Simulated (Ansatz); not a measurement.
# Si: the cost of one run

Method: run time, active space, PBE, PAW, in Ansatz 0.2 early development.

## (1) The structure to begin with

Symmetry: P1, No. 1, triclinic system. Conventional cell: a = 5.431 Å, b = 5.431 Å, c = 5.431 Å, α = 90.00°, β = 90.00°, γ = 90.00°. Si (site symmetry 1) is surrounded by 4 Si at 2.35 to 2.36 Å. Around Si (site symmetry 1) lie 4 Si at 2.35 to 2.43 Å. Si (site symmetry 1) has 4 Si at 2.35 to 2.37 Å as nearest neighbours. Si (site symmetry 1) is surrounded by 4 Si at 2.27 to 2.35 Å. Si (site symmetry 1) is surrounded by 4 Si at 2.34 to 2.36 Å.

Cell or atoms stand a little off a more symmetric structure (Fd-3m at a tolerance of 0.3 Å), so results at this geometry aren't those of that ideal crystal.

Coordinates:

```
CELL_PARAMETERS angstrom
5.43100 0.00000 0.00000
0.00000 5.43100 0.00000
0.00000 0.00000 5.43100
ATOMIC_POSITIONS crystal
Si 0.00215 0.00236 0.99470
Si 0.00477 0.49474 0.50224
Si 0.49662 0.99899 0.50472
Si 0.49610 0.50552 0.99655
Si 0.25438 0.24958 0.24617
Si 0.25277 0.74459 0.75444
Si 0.74490 0.25181 0.75269
Si 0.74855 0.75494 0.24487
```

## (2) The calculation

File input.yaml:

```yaml
crystal:
  lattice: [[5.4310, 0.0000, 0.0000], [0.0000, 5.4310, 0.0000], [0.0000, 0.0000, 5.4310]]
  atoms:
    - { symbol: Si, position: [0.00215, 0.00236, -0.00530] }
    - { symbol: Si, position: [0.00477, 0.49474, 0.50224] }
    - { symbol: Si, position: [0.49662, -0.00101, 0.50472] }
    - { symbol: Si, position: [0.49610, 0.50552, -0.00345] }
    - { symbol: Si, position: [0.25438, 0.24958, 0.24617] }
    - { symbol: Si, position: [0.25277, 0.74459, 0.75444] }
    - { symbol: Si, position: [0.74490, 0.25181, 0.75269] }
    - { symbol: Si, position: [0.74855, 0.75494, 0.24487] }
  symmetry: { detect: false }
kpoints: { mp_grid: { grid: [1, 1, 1], shift: [0, 0, 0] } }
hamiltonian: { xc: pbe, pseudopotentials: { kind: paw } }
scf: { max_iter: 300, convergence: { dr2_threshold: 1.0e-9 eV }, occupations: { method: fixed } }
output: { active_space: { virtuals_per_pair: 2, afqmc: { sampling_time: 3.6, method: phaseless_cluster, seed: 16 } } }
```

Launch:

```console
ansatz run input --backend cuda --devices 1 --threads 8 --events-out ev
```

**Question.** How long does this run take on 1 × NVIDIA GB300 with 8 threads of Arm Neoverse V2 (Grace), shared host, and how much memory does it need?

About 38 s, with a peak of 1.7 GiB on the host and 1.2 GiB on a GPU.
